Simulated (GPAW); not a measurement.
Runs of GPAW 26.7.0 on Mg. It takes space group P6/mmm (No. 191, hexagonal). Conventional cell: a = 3.050 Å, b = 3.050 Å, c = 3.045 Å, α = 90.00°, β = 90.00°, γ = 120.00°. Mg (site symmetry 6/mmm) has 8 Mg at 3.04 to 3.05 Å as nearest neighbours. This isn't the form of Mg at room conditions, which is hcp.

| task | level | potentials or basis | cell | smearing | smearing order | eigensolver | optimizer | fmax | max steps | gap on the mesh (eV) | pressure (GPa) |
| --- | --- | --- | --- | --- | --- | --- | --- | --- | --- | --- | --- |
| single point | BLYP+D4 | PAW data sets generated in the run's folder for this functional, pw | as given | methfessel-paxton 0.1 eV | 1 | davidson | - | - | - | none | (a) |
| single point | LDA | the program's PAW data sets (release 1.2.1) made for this functional, pw | as given | gaussian 0.05 eV | - | - | - | - | - | none | -0.6 |
| relaxation of cell and atoms | BLYP+D4 | PAW data sets generated in the run's folder for this functional, pw | relaxed | methfessel-paxton 0.2 eV | 1 | davidson | LBFGS | 0.01 eV/Å | 60 | none | 0.0 |
| single point | RPBE | the program's PAW data sets (release 1.2.1) made for this functional, pw | as given | gaussian 0.05 eV | - | - | - | - | - | none | 2.1 |

Alike in all rows: no spin polarisation; k mesh 10 × 10 × 9; cutoff (eV) 800.

Q: Estimate the missing entries.

A: (a) 0.4.

Caveats: this smearing can pin the Fermi level at a band edge (some runs); pairwise dispersion overbinds metals, which lowers pressure and volume (some runs); later steps reuse the first step's grids (some runs).

A gap of «none» marks a metal or a gap under the smearing width.

Runs at the PBE level aren't shown here.
